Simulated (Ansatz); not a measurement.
A computed series for AgCl: pressure series

Base system: AgCl in the rock salt structure (space group Fm-3m, No. 225; a = 5.6115 Å).

Cell and atoms are relaxed at each pressure.

Method: PBE, PAW, 420 eV (Ansatz, an electronic-structure program; scalar-relativistic without spin-orbit coupling).

```csv
variant,smallest direct gap,lattice parameter a,width of the top valence band,band gap
base,2.88 eV,5.611 Å,2.17 eV,0.92 eV
pressure −2 GPa,2.74 eV,5.716 Å,1.96 eV,0.95 eV
pressure −1 GPa,2.81 eV,5.660 Å,2.07 eV,0.93 eV
pressure 1.8 GPa,(withheld),(withheld),(withheld),0.91 eV
pressure 4.2 GPa,3.15 eV,5.462 Å,2.51 eV,0.90 eV
pressure 9 GPa,3.41 eV,5.345 Å,2.80 eV,0.91 eV
pressure 18 GPa,3.60 eV,5.192 Å,3.20 eV,0.96 eV
pressure 30 GPa,3.27 eV,5.054 Å,3.60 eV,1.05 eV
pressure 45 GPa,2.93 eV,4.931 Å,4.00 eV,1.18 eV
pressure 60 GPa,2.63 eV,4.837 Å,4.32 eV,1.31 eV
```

Problem. What belongs in the blanks?

Solution. 
- pressure 1.8 GPa, smallest direct gap: 3.00 eV
- pressure 1.8 GPa, lattice parameter a: 5.539 Å
- pressure 1.8 GPa, width of the top valence band: 2.33 eV

Load acts through the strain it causes; cell and atoms are relaxed under it. Whether these cells are dynamically stable was not tested. Competing high-pressure phases were not computed.
